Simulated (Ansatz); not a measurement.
Crystal: Eu.

```
Eu
1.0
     0.00000    2.78930    2.78930
     2.78930    0.00000    2.78930
     2.78930    2.78930    0.00000
Eu
1
Cartesian
  0.0000 0.0000 0.0000
```

This isn't the form of Eu at room conditions, which is bcc.

Base run:

```yaml
Program: Ansatz 0.2.0
Functional: PBE
Potentials_or_basis: Ansatz PAW
Cutoff: "420 eV (not typed: the program's choice for these potentials)"
k_mesh: 7 × 7 × 7
Occupations: fermi-dirac, width 0.05 eV
Spin: collinear spin, ferromagnetic start
Starting_moments: "[5.2] μB"
Fixed_moment: 5.2 μB
```

Its results: pressure 0.6 GPa; site moments Eu +5.86 μB.

**Question.** After a change of settings the same cell gave: pressure -0.7 GPa; site moments Eu +7.88 μB. Which change was it?
A. fixed moment from 5.2 μB to 1.8 μB; moments at the start from [5.2] to [1.8]
B. fixed moment from 5.2 μB to 10.5 μB; moments at the start from [5.2] to [10.5]
C. fixed moment from 5.2 μB to 8.8 μB; moments at the start from [5.2] to [8.8]
D. fixed moment from 5.2 μB to 14 μB; moments at the start from [5.2] to [14.0]

**Answer.** C.

Caveats: the total moment is fixed, so each spin has its own Fermi level; the thresholds are loose for stress.
